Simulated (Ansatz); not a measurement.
# Ti: strong compression

How does Ti (bcc type) answer strong compression, and how long do frozen cores keep up with all electrons? Methods of the runs shown: LAPW, crystal datasets and norm-conserving. Companion runs by PAW are cited. Its runs: the reference run (LAPW); volume scaled by 1 (crystal datasets and norm-conserving); volume scaled by 0.95 (LAPW and norm-conserving); volume scaled by 0.85 (LAPW and norm-conserving); volume scaled by 0.75 (LAPW); volume scaled by 0.65 (LAPW); volume scaled by 0.55 (LAPW and norm-conserving); volume scaled by 0.45 (LAPW); volume scaled by 0.4 (LAPW, crystal datasets and norm-conserving).

This is Ti in the bcc structure; at room conditions it is hcp.

Computed with Ansatz 0.2.0 (DFT PBE, with the methods named in each step, unless a step's input says otherwise).

## 1. Starting point

Symmetry: Im-3m, No. 229, cubic system. Conventional cell: a = 3.260 Å, b = 3.260 Å, c = 3.260 Å, α = 90.00°, β = 90.00°, γ = 90.00°. Ti (site symmetry m-3m) is surrounded by 8 Ti at 2.82 Å.

Structure file:

```cif
data_structure
_symmetry_space_group_name_H-M 'P 1'
_symmetry_Int_Tables_number 1
_cell_length_a 2.8230
_cell_length_b 2.8230
_cell_length_c 2.8230
_cell_angle_alpha 109.471
_cell_angle_beta 109.471
_cell_angle_gamma 109.471
_cell_volume 17.32
loop_
_atom_site_label
_atom_site_type_symbol
_atom_site_fract_x
_atom_site_fract_y
_atom_site_fract_z
_atom_site_occupancy
Ti1 Ti 0.00000 0.00000 0.00000 1
```

Whether this phase is the stable one at these pressures isn't tested.

## 2. The reference volume, LAPW

input.yaml

```yaml
crystal:
  lattice:
    - [-1.6298365613, 1.6298365613, 1.6298365613]
    - [1.6298365613, -1.6298365613, 1.6298365613]
    - [1.6298365613, 1.6298365613, -1.6298365613]
  atoms:
    - { symbol: Ti, position: [0.0, 0.0, 0.0] }
kpoints:
  mp_grid: { grid: [16, 16, 16] }
  band_path:
    path:
      - [0.0, 0.0, 0.0]
      - [0.5, -0.5, 0.5]
      - [0.0, 0.0, 0.5]
      - [0.0, 0.0, 0.0]
      - [0.25, 0.25, 0.25]
      - [0.5, -0.5, 0.5]
      - [0.25, 0.25, 0.25]
      - [0.0, 0.0, 0.5]
    npoints: 14
scf:
  occupations: { method: fermi_dirac, width: 0.1 }
hamiltonian:
  xc: pbe
  pseudopotentials: { kind: all_electron, lapw: { basis_error: 0.001 } }
output:
  forces: true
  stress: true
  eigenvalues: true
  populations: true
  dos: { projected: true, de: 0.2, e_range: [-14, 8] }
```

Started as:

```console
$ ansatz run input.yaml --threads 1 --pin off --max-ram 2048MiB --backend cpu --events-out ev --progress --plain --runs-dir out
```

The log of the run:

```text
Ti: projections on atomic orbitals take those of the free atom 1s2 2s2 2p6 3s2 3p6 3d2 4s2, of charge +0.00 (hamiltonian.pseudopotentials.projection_atoms)
LAPW: plane waves up to 7.782 Å⁻¹, error target 1.0e-3 eV per atom; small_component_spin mean_spin; Ti in spheres of 1.411 Å, 12 of its electrons in bands, Dirac shells []
Engine: ansatz 0.2.0
Pseudopotentials: kind: all_electron
Pseudopotential: Ti, LAPW, valence charge 12, Koelling and Harmon's equation, gaussian nucleus
Functional definition: PBE
  parameter kappa = 0.804
  parameter beta = 0.06672455060314922
  exchange = pbe_x(kappa = kappa, mu = beta*pi^2/3)
  correlation = pbe_c(beta = beta)
Crystal: 1 atoms, lattice volume = 17.318 Å³
Basis set: ecut = 230.75342383752627 eV, 141 PW (Γ), exchange–correlation at level 2
Bands: 10, of which v1, the nominal top of the filled ones, is band 6 counted from 1 (5 counted from 0)
Symmetry: 48 space group operations
Space group: Im-3m (ITA 229), of the structure as read, at distance tolerance 2.6e-5 Å
k-points: 145 of 4096
Non-local potential: Ti, projectors of the file, none
Initial density: superposition of atomic densities (chi_scale 0.1, normalization cell)
Initial wavefunctions: plane waves of lowest kinetic energy (no species holds an atomic orbital)
Functional: x = pbe(κ = 0.804, μ = 0.2195149727645171), c = pbe(β = 0.06672455060314922)
iter 1 solved again at ethr=5.97e-4 eV; its pass at ethr=1.00e-1 eV (dr2=7.16e-2 eV) is discarded
SCF iter   1: F=—  HF=-23233.416482 eV  |F-HF|=—  |Δ(HF+E_count)|=         —  Δρ=2.35e-2  dr2=7.22e-2  ethr=5.97e-4  ⟨swp⟩=2.8  Hψ=10708  notcnv=0
preconditioner: auto → none  [metal: Δε(μ)=0.015 eV  Ē_g=4.492 eV  σ=0.100 eV  W_gap=0.04  n_scr=0 (ndim 8)  ℏωp=17.8 eV  f_vac=0.000  D(μ)=2.29/eV (n_scr^D=42)]
iter 2 solved again at ethr=1.42e-6 eV; its pass at ethr=5.97e-4 eV (dr2=1.70e-4 eV) is discarded
SCF iter   2: F=—  HF=-23233.274738 eV  |F-HF|=—  |Δ(HF+E_count)|=   1.42e-1  Δρ=1.32e-3  dr2=1.69e-4  ethr=1.42e-6  ⟨swp⟩=3.0  Hψ=8182  notcnv=0
SCF iter   3: F=—  HF=-23233.257673 eV  |F-HF|=—  |Δ(HF+E_count)|=   1.71e-2  Δρ=2.79e-3  dr2=1.00e-3  ethr=1.41e-6  ⟨swp⟩=3.1  Hψ=4863  notcnv=0
SCF iter   4: F=—  HF=-23233.257640 eV  |F-HF|=—  |Δ(HF+E_count)|=   3.24e-5  Δρ=1.93e-4  dr2=4.41e-6  ethr=1.41e-6  ⟨swp⟩=2.0  Hψ=4320  notcnv=0
SCF iter   5: F=—  HF=-23233.257643 eV  |F-HF|=—  |Δ(HF+E_count)|=   2.91e-6  Δρ=2.77e-5  dr2=9.26e-8  ethr=3.68e-8  ⟨swp⟩=2.0  Hψ=4326  notcnv=0
SCF iter   6: F=-23233.257643 eV  HF=-23233.257643 eV  |F-HF|=6.69e-9  |Δ(HF+E_count)|=   3.73e-7  Δρ=2.57e-6  dr2=6.79e-10  ethr=7.71e-10  ⟨swp⟩=2.6  Hψ=4458  notcnv=0
SCF 1 converged in 6 iterations: F = -23233.257643 eV  dr2 = 6.79e-10
NSCF: frozen V_eff on 99 k-points
SCF converged after 6 iterations
Free energy (F): -23233.257643 eV
Harris-Foulkes:  -23233.257643 eV  (|F-HF|=6.69e-9)
Internal energy: -23233.180838 eV  (E = F + TS)
E sigma→0 (E₀):  -23233.219240 eV
Entropy (-TS):   -0.076805 eV (-76.805 meV/atom)
Fermi energy:    13.588773 eV
--- Per-component energies (eV) ---
  E_band       = -151.087565
  E_kinetic    = 23457.475858
  E_xc         = -1148.105456
  E_electrostatic = -45542.551240  (all electrons and nuclei)
  E_smearing   = -0.076805  (= −TS)
  E_closure    = 0.000000  (closes the sum)
  E_atoms      = -23226.621050  (free atoms, spherical and without spin; not in F)
  Σ components = -23233.257643   (vs F -23233.257643, Δ=0.00e0)
  Basis errors (estimates in eV, not in F): energy 1.2e-4 per atom: plane waves 1.0e-4 (5.4e-5 summed), levels above the bands 8.3e-37, relativity 9.4e-9, radial functions 1.5e-5, core shells 5.1e-8; eigenvalues (radial functions only) 1.0e-6; not estimated: angular momenta, meshes, grids; target (lapw.basis_error) 1.0e-3; muffin-tin radii Ti 1.411 Å
--- Forces (eV/Å), atoms counted from 1 ---
  atom   1  Ti    -0.00000000     0.00000000     0.00000000
  max |Σ_I F_I| component: 6.90e-31 eV/Å
--- Stress (GPa, compression-positive) ---
       -0.008651      -0.000000       0.000000
       -0.000000      -0.008651      -0.000000
        0.000000      -0.000000      -0.008651
  P = ⅓ Tr σ = -0.0087 GPa (-0.087 kbar)
--- Band table (eV; the first three rows and the last of 145) ---
  k-point 0: bands = ["-42.8935", "-18.7620", "-18.7620", "-18.7620", "7.6530", "14.5840", "14.5840", "14.5840", "16.3523", "16.3523"]
  k-point 1: bands = ["-42.8885", "-18.7890", "-18.7703", "-18.7621", "7.7869", "14.5224", "14.5670", "14.6817", "16.2800", "16.3560"]
  k-point 2: bands = ["-42.8741", "-18.8656", "-18.7939", "-18.7626", "8.1767", "14.3514", "14.4878", "14.9679", "16.1275", "16.3700"]
  k-point 144: bands = ["-42.6656", "-19.2299", "-19.2299", "-19.2299", "11.4710", "11.4710", "17.5322", "17.5322", "17.5322", "21.9777"]
--- Löwdin populations: 1 site ---
  site symbol       q [e]
     0     Ti     21.8798
  spilling = 0.005464 (of n_electrons = 22.000000)
```

Wall time 4.6 s (1 thread of Intel Xeon 6975P-C (Granite Rapids), shared host); peak memory 0.31 GiB.

This run gives: pressure -0.01 GPa; no gap.

Levels at the path's labelled points, in eV from the Fermi level:

| point | band 3 | band 4 | band 5 | band 6 | band 7 | band 8 | band 9 |
| --- | --- | --- | --- | --- | --- | --- | --- |
| Γ | -32.35 | -32.35 | -5.94 | 1.00 | 1.00 | 1.00 | 2.76 |
| H | -32.82 | -32.82 | -2.12 | -2.12 | 3.94 | 3.94 | 3.94 |
| N | -32.57 | -32.36 | -2.46 | -0.40 | 1.14 | 2.75 | 3.10 |
| Γ | -32.35 | -32.35 | -5.94 | 1.00 | 1.00 | 1.00 | 2.76 |
| P | -32.69 | -32.69 | -0.61 | -0.61 | -0.61 | 3.16 | 3.16 |
| H | -32.82 | -32.82 | -2.12 | -2.12 | 3.94 | 3.94 | 3.94 |
| P | -32.69 | -32.69 | -0.61 | -0.61 | -0.61 | 3.16 | 3.16 |
| N | -32.57 | -32.36 | -2.46 | -0.40 | 1.14 | 2.75 | 3.10 |

States per cell, counted by energy window (eV from the Fermi level, on a grid of 0.20 eV):

| from | to | total | Ti 3d | Ti 4s |
| --- | --- | --- | --- | --- |
| -7 | -6 | 0.00 | 0.00 | 0.00 |
| -6 | -5 | 0.04 | 0.00 | 0.04 |
| -5 | -4 | 0.12 | 0.00 | 0.11 |
| -4 | -3 | 0.22 | 0.03 | 0.18 |
| -3 | -2 | 0.57 | 0.29 | 0.27 |
| -2 | -1 | 1.15 | 0.94 | 0.18 |
| -1 | 0 | 1.67 | 1.56 | 0.03 |
| 0 | 1 | 1.89 | 1.63 | 0.11 |
| 1 | 2 | 0.53 | 0.52 | 0.00 |
| 2 | 3 | 2.07 | 2.04 | 0.02 |
| 3 | 4 | 2.28 | 2.16 | 0.09 |
| 4 | 5 | 0.60 | 0.42 | 0.12 |

## 3. Volume scaled by 1, crystal datasets

input.yaml

```yaml
crystal:
  lattice:
    - [-1.6298365613, 1.6298365613, 1.6298365613]
    - [1.6298365613, -1.6298365613, 1.6298365613]
    - [1.6298365613, 1.6298365613, -1.6298365613]
  atoms:
    - { symbol: Ti, position: [0.0, 0.0, 0.0] }
kpoints:
  mp_grid: { grid: [16, 16, 16] }
scf:
  occupations: { method: fermi_dirac, width: 0.1 }
hamiltonian:
  xc: pbe
  pseudopotentials: { kind: all_electron, datasets: crystal }
output:
  forces: true
  stress: true
  eigenvalues: true
```

Started as:

```console
$ ansatz run input.yaml --threads 1 --pin off --max-ram 2048MiB --backend cpu --events-out ev --progress --plain --runs-dir out
```

The log of the run, cut to the lines that bear on the results:

```text
[...]
band count auto-derived: 7 (N_el = 4.0; filled up to band 2; 6 by the electrons, moments and atoms)
[...]
[... 1 set-up line as earlier in the session ...]
Pseudopotential: Ti, paw, valence charge 12, recommended cutoff 260 eV (normal), Koelling and Harmon's equation, gaussian nucleus
[... 1 set-up line as earlier in the session ...]
[...]
Crystal: 1 atoms, lattice volume = 17.318 Å³
[...]
--- Forces (eV/Å), atoms counted from 1 ---
  atom   1  Ti     0.00000000     0.00000000     0.00000000
[...]
--- Stress (GPa, compression-positive) ---
       -0.008235       0.000000       0.000000
       -0.000000      -0.008235       0.000000
        0.000000       0.000000      -0.008235
  P = ⅓ Tr σ = -0.0082 GPa (-0.082 kbar)
  It holds what live shells' own plane waves past their cutoff add
--- Band table (eV; the first three rows and the last of 145) ---
  k-point 0: bands = ["7.6530", "14.5839", "14.5839", "14.5839", "16.3522"]
[...]
```

Run time: 2.5 s. Hardware: 1 thread of Intel Xeon 6975P-C (Granite Rapids), shared host; peak memory 0.37 GiB.

Read from it: pressure -0.01 GPa; no gap.

## 4. Volume scaled by 1, norm-conserving

input.yaml, as its differences from that of step 3:

```diff
@@ -13,3 +13,3 @@
   xc: pbe
-  pseudopotentials: { kind: all_electron, datasets: crystal }
+  pseudopotentials: { kind: nc }
 output:
```

Started as:

```console
$ ansatz run input.yaml --threads 1 --pin off --max-ram 2048MiB --backend cpu --events-out ev --progress --plain --runs-dir out
```

The log of the run, cut to the lines that bear on the results:

```text
[...]
Pseudopotentials: kind: nc
Pseudopotential: Ti, nc, valence charge 12, recommended cutoff 1155 eV (normal), Ti.nc.azcp
[... 1 set-up line as earlier in the session ...]
[...]
Crystal: 1 atoms, lattice volume = 17.318 Å³
Basis set: ecut = 1155 eV, 1505 PW (Γ), exchange–correlation on 64×64×64 points (8 copies of the dense FFT grid, shifted against one another)
Bands: 10, of which v1, the nominal top of the filled ones, is band 6 counted from 1 (5 counted from 0)
[...]
--- Forces (eV/Å), atoms counted from 1 ---
  atom   1  Ti    -0.00000000     0.00000000     0.00000000
[...]
--- Stress (GPa, compression-positive) ---
        0.035803       0.000000      -0.000000
        0.000000       0.035803       0.000000
        0.000000      -0.000000       0.035803
  P = ⅓ Tr σ = 0.0358 GPa (0.358 kbar)
--- Band table (eV; the first three rows and the last of 145) ---
  k-point 0: bands = ["-43.3225", "-19.1923", "-19.1923", "-19.1923", "7.2328", "14.1699", "14.1699", "14.1699", "15.9390", "15.9390"]
[...]
```

Wall time 2.6 s (1 thread of Intel Xeon 6975P-C (Granite Rapids), shared host); peak memory 0.35 GiB.

This run gives: pressure 0.04 GPa; no gap.

## 5. Volume scaled by 0.95, LAPW

input.yaml

```yaml
crystal:
  lattice:
    - [-1.6022068752, 1.6022068752, 1.6022068752]
    - [1.6022068752, -1.6022068752, 1.6022068752]
    - [1.6022068752, 1.6022068752, -1.6022068752]
  atoms:
    - { symbol: Ti, position: [0.0, 0.0, 0.0] }
kpoints:
  mp_grid: { grid: [16, 16, 16] }
scf:
  occupations: { method: fermi_dirac, width: 0.1 }
hamiltonian:
  xc: pbe
  pseudopotentials: { kind: all_electron, lapw: { basis_error: 0.001 } }
output:
  forces: true
  stress: true
  eigenvalues: true
  populations: true
```

Started as:

```console
$ ansatz run input.yaml --threads 1 --pin off --max-ram 2048MiB --backend cpu --events-out ev --progress --plain --runs-dir out
```

The log of the run, cut to the lines that bear on the results:

```text
Ti: projections on atomic orbitals take those of the free atom 1s2 2s2 2p6 3s2 3p6 3d2 4s2, of charge +0.00 (hamiltonian.pseudopotentials.projection_atoms)
LAPW: plane waves up to 7.924 Å⁻¹, error target 1.0e-3 eV per atom; small_component_spin mean_spin; Ti in spheres of 1.388 Å, 12 of its electrons in bands, Dirac shells []
[...]
[... 1 set-up line as earlier in the session ...]
[...]
        5.849085       0.000000      -0.000000
        0.000000       5.849085      -0.000000
       -0.000000      -0.000000       5.849085
  P = ⅓ Tr σ = 5.8491 GPa (58.491 kbar)
--- Band table (eV; the first three rows and the last of 145) ---
  k-point 0: bands = ["-41.9497", "-17.7549", "-17.7549", "-17.7549", "8.3976", "15.4709", "15.4709", "15.4709", "17.3545", "17.3545"]
[...]
--- Löwdin populations: 1 site ---
  site symbol       q [e]
     0     Ti     21.8907
  spilling = 0.004967 (of n_electrons = 22.000000)
```

Wall time 3.9 s (1 thread of Intel Xeon 6975P-C (Granite Rapids), shared host); peak memory 0.3 GiB.

Result: pressure 5.85 GPa; no gap.

## 6. Volume scaled by 0.95, norm-conserving

input.yaml, as its differences from that of step 5:

```diff
@@ -13,3 +13,3 @@
   xc: pbe
-  pseudopotentials: { kind: all_electron, lapw: { basis_error: 0.001 } }
+  pseudopotentials: { kind: nc }
 output:
@@ -18,2 +18 @@
   eigenvalues: true
-  populations: true
```

Started as:

```console
$ ansatz run input.yaml --threads 1 --pin off --max-ram 2048MiB --backend cpu --events-out ev --progress --plain --runs-dir out
```

The log of the run, cut to the lines that bear on the results:

```text
[...]
[... 3 set-up lines as earlier in the session ...]
[...]
Crystal: 1 atoms, lattice volume = 16.452 Å³
Basis set: ecut = 1155 eV, 1481 PW (Γ), exchange–correlation on 64×64×64 points (8 copies of the dense FFT grid, shifted against one another)
Bands: 10, of which v1, the nominal top of the filled ones, is band 6 counted from 1 (5 counted from 0)
[...]
--- Forces (eV/Å), atoms counted from 1 ---
  atom   1  Ti    -0.00000000     0.00000000     0.00000000
[...]
--- Stress (GPa, compression-positive) ---
        5.907242      -0.000000      -0.000000
        0.000000       5.907242      -0.000000
        0.000000       0.000000       5.907242
  P = ⅓ Tr σ = 5.9072 GPa (59.072 kbar)
--- Band table (eV; the first three rows and the last of 145) ---
  k-point 0: bands = ["-42.3998", "-18.2065", "-18.2065", "-18.2065", "7.9552", "15.0351", "15.0351", "15.0351", "16.9195", "16.9195"]
[...]
```

Wall time 2.4 s (1 thread of Intel Xeon 6975P-C (Granite Rapids), shared host); peak memory 0.35 GiB.

In short: pressure 5.91 GPa; no gap.

## 7. Volume scaled by 0.85, LAPW

input.yaml

```yaml
crystal:
  lattice:
    - [-1.5438924063, 1.5438924063, 1.5438924063]
    - [1.5438924063, -1.5438924063, 1.5438924063]
    - [1.5438924063, 1.5438924063, -1.5438924063]
  atoms:
    - { symbol: Ti, position: [0.0, 0.0, 0.0] }
kpoints:
  mp_grid: { grid: [16, 16, 16] }
scf:
  occupations: { method: fermi_dirac, width: 0.1 }
hamiltonian:
  xc: pbe
  pseudopotentials: { kind: all_electron, lapw: { basis_error: 0.001 } }
output:
  forces: true
  stress: true
  eigenvalues: true
  populations: true
```

Started as:

```console
$ ansatz run input.yaml --threads 1 --pin off --max-ram 2048MiB --backend cpu --events-out ev --progress --plain --runs-dir out
```

The log of the run, cut to the lines that bear on the results:

```text
Ti: projections on atomic orbitals take those of the free atom 1s2 2s2 2p6 3s2 3p6 3d2 4s2, of charge +0.00 (hamiltonian.pseudopotentials.projection_atoms)
LAPW: plane waves up to 8.240 Å⁻¹, error target 1.0e-3 eV per atom; small_component_spin mean_spin; Ti in spheres of 1.337 Å, 12 of its electrons in bands, Dirac shells []
[...]
[... 1 set-up line as earlier in the session ...]
[...]
       22.257140       0.000000       0.000000
        0.000000      22.257140      -0.000000
        0.000000      -0.000000      22.257140
  P = ⅓ Tr σ = 22.2571 GPa (222.571 kbar)
--- Band table (eV; the first three rows and the last of 145) ---
  k-point 0: bands = ["-39.7926", "-15.4164", "-15.4164", "-15.4164", "10.1962", "17.5191", "17.5191", "17.5191", "19.6728", "19.6728"]
[...]
--- Löwdin populations: 1 site ---
  site symbol       q [e]
     0     Ti     21.9124
  spilling = 0.003983 (of n_electrons = 22.000000)
```

Wall time 4 s (1 thread of Intel Xeon 6975P-C (Granite Rapids), shared host); peak memory 0.32 GiB.

Result: pressure 22.26 GPa; no gap.

## 8. Volume scaled by 0.85, norm-conserving

input.yaml, as its differences from that of step 7:

```diff
@@ -13,3 +13,3 @@
   xc: pbe
-  pseudopotentials: { kind: all_electron, lapw: { basis_error: 0.001 } }
+  pseudopotentials: { kind: nc }
 output:
@@ -18,2 +18 @@
   eigenvalues: true
-  populations: true
```

Started as:

```console
$ ansatz run input.yaml --threads 1 --pin off --max-ram 2048MiB --backend cpu --events-out ev --progress --plain --runs-dir out
```

The log of the run, cut to the lines that bear on the results:

```text
[...]
[... 3 set-up lines as earlier in the session ...]
[...]
Crystal: 1 atoms, lattice volume = 14.720 Å³
Basis set: ecut = 1155 eV, 1289 PW (Γ), exchange–correlation on 60×60×60 points (8 copies of the dense FFT grid, shifted against one another)
Bands: 10, of which v1, the nominal top of the filled ones, is band 6 counted from 1 (5 counted from 0)
[...]
--- Forces (eV/Å), atoms counted from 1 ---
  atom   1  Ti     0.00000000    -0.00000000    -0.00000000
[...]
--- Stress (GPa, compression-positive) ---
       22.353190       0.000000       0.000000
       -0.000000      22.353190       0.000000
        0.000000       0.000000      22.353190
  P = ⅓ Tr σ = 22.3532 GPa (223.532 kbar)
--- Band table (eV; the first three rows and the last of 145) ---
  k-point 0: bands = ["-40.2926", "-15.9184", "-15.9184", "-15.9184", "9.7015", "17.0320", "17.0320", "17.0320", "19.1864", "19.1864"]
[...]
```

It took 2.3 s on 1 thread of Intel Xeon 6975P-C (Granite Rapids), shared host; peak memory 0.32 GiB.

In short: pressure 22.35 GPa; no gap.

## 9. Volume scaled by 0.75, LAPW

input.yaml

```yaml
crystal:
  lattice:
    - [-1.4808047892, 1.4808047892, 1.4808047892]
    - [1.4808047892, -1.4808047892, 1.4808047892]
    - [1.4808047892, 1.4808047892, -1.4808047892]
  atoms:
    - { symbol: Ti, position: [0.0, 0.0, 0.0] }
kpoints:
  mp_grid: { grid: [16, 16, 16] }
scf:
  occupations: { method: fermi_dirac, width: 0.1 }
hamiltonian:
  xc: pbe
  pseudopotentials: { kind: all_electron, lapw: { basis_error: 0.001 } }
output:
  forces: true
  stress: true
  eigenvalues: true
  populations: true
```

Started as:

```console
$ ansatz run input.yaml --threads 1 --pin off --max-ram 2048MiB --backend cpu --events-out ev --progress --plain --runs-dir out
```

The log of the run, cut to the lines that bear on the results:

```text
Ti: projections on atomic orbitals take those of the free atom 1s2 2s2 2p6 3s2 3p6 3d2 4s2, of charge +0.00 (hamiltonian.pseudopotentials.projection_atoms)
LAPW: plane waves up to 8.608 Å⁻¹, error target 1.0e-3 eV per atom; small_component_spin mean_spin; Ti in spheres of 1.282 Å, 12 of its electrons in bands, Dirac shells []
[...]
[... 1 set-up line as earlier in the session ...]
[...]
       47.751171      -0.000000       0.000000
       -0.000000      47.751171       0.000000
        0.000000       0.000000      47.751171
  P = ⅓ Tr σ = 47.7512 GPa (477.512 kbar)
--- Band table (eV; the first three rows and the last of 145) ---
  k-point 0: bands = ["-37.1947", "-12.5179", "-12.5179", "-12.5179", "12.5676", "20.0383", "20.0383", "20.0383", "22.5301", "22.5301"]
[...]
--- Löwdin populations: 1 site ---
  site symbol       q [e]
     0     Ti     21.9322
  spilling = 0.003082 (of n_electrons = 22.000000)
```

Run time: 3.8 s. Hardware: 1 thread of Intel Xeon 6975P-C (Granite Rapids), shared host; peak memory 0.32 GiB.

This run gives: pressure 47.75 GPa; no gap.

## 10. Volume scaled by 0.65, LAPW

input.yaml, as its differences from that of step 9:

```diff
@@ -2,5 +2,5 @@
   lattice:
-    - [-1.4808047892, 1.4808047892, 1.4808047892]
-    - [1.4808047892, -1.4808047892, 1.4808047892]
-    - [1.4808047892, 1.4808047892, -1.4808047892]
+    - [-1.4118281647, 1.4118281647, 1.4118281647]
+    - [1.4118281647, -1.4118281647, 1.4118281647]
+    - [1.4118281647, 1.4118281647, -1.4118281647]
   atoms:
```

Started as:

```console
$ ansatz run input.yaml --threads 1 --pin off --max-ram 2048MiB --backend cpu --events-out ev --progress --plain --runs-dir out
```

The log of the run, cut to the lines that bear on the results:

```text
Ti: projections on atomic orbitals take those of the free atom 1s2 2s2 2p6 3s2 3p6 3d2 4s2, of charge +0.00 (hamiltonian.pseudopotentials.projection_atoms)
LAPW: plane waves up to 9.039 Å⁻¹, error target 1.0e-3 eV per atom; small_component_spin mean_spin; Ti in spheres of 1.223 Å, 18 of its electrons in bands, Dirac shells []
[...]
[... 1 set-up line as earlier in the session ...]
[...]
        0.000000      86.579382       0.000000
        0.000000       0.000000      86.579382
  P = ⅓ Tr σ = 86.5794 GPa (865.794 kbar)
--- Band table (eV; the first three rows and the last of 145) ---
  k-point 0: bands = ["-414.3723", "-414.3723", "-414.3723", "-34.0266", "-8.8295", "-8.8295", "-8.8295", "15.8237", "23.2162", "23.2162", "23.2162", "26.1405", "26.1405"]
[...]
--- Löwdin populations: 1 site ---
  site symbol       q [e]
     0     Ti     21.9481
  spilling = 0.002360 (of n_electrons = 22.000000)
```

It took 4.2 s on 1 thread of Intel Xeon 6975P-C (Granite Rapids), shared host; peak memory 0.33 GiB.

Result: pressure 86.58 GPa; no gap.

[end of part 1 of 2]
